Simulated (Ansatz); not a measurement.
Here is an Ansatz 0.2.0 calculation.

Contents of input.yaml:

```yaml
crystal:
  lattice:
    - [2.4705617809, 0.0, 0.0]
    - [-1.2352808905, 2.1395692639, 0.0]
    - [0.0, 0.0, 8.0882338]
  atoms:
    - { symbol: Co, position: [0.6666666667, 0.3333333333, 0.75], spin: 2.0 }
    - { symbol: Co, position: [0.0, 0.0, 0.5], spin: 2.0 }
    - { symbol: Co, position: [0.3333333333, 0.6666666667, 0.25], spin: 2.0 }
    - { symbol: Co, position: [0.0, 0.0, 0.0], spin: 2.0 }
hamiltonian:
  xc: pbe
  pseudopotentials: { kind: paw }
magnetization:
  spin_polarized: true
kpoints:
  mp_grid: { grid: [12, 12, 4] }
scf:
  occupations: { method: gaussian, width: 0.028 }
output:
  forces: true
  stress: true
  eigenvalues: true
  write_density: true
  write_potential: true
  elf: true
  volumetric_format: npy
```

Potentials or basis: Ansatz PAW.

The run is started by

```bash
$ ansatz run input.yaml --threads 2 --pin off --max-ram 5632MiB --backend cpu --events-out ev --progress --plain --runs-dir out
```

What does it give for the band gap on the k mesh?

None (metal or under the smearing width).

Predict the absolute moment.

7.24 μB per cell.

What does it give for the pressure?

4.7 GPa.

Stress tensor (GPa, compression positive):
```
6.25 0.00 0.00
0.00 6.25 0.00
0.00 0.00 1.64
```
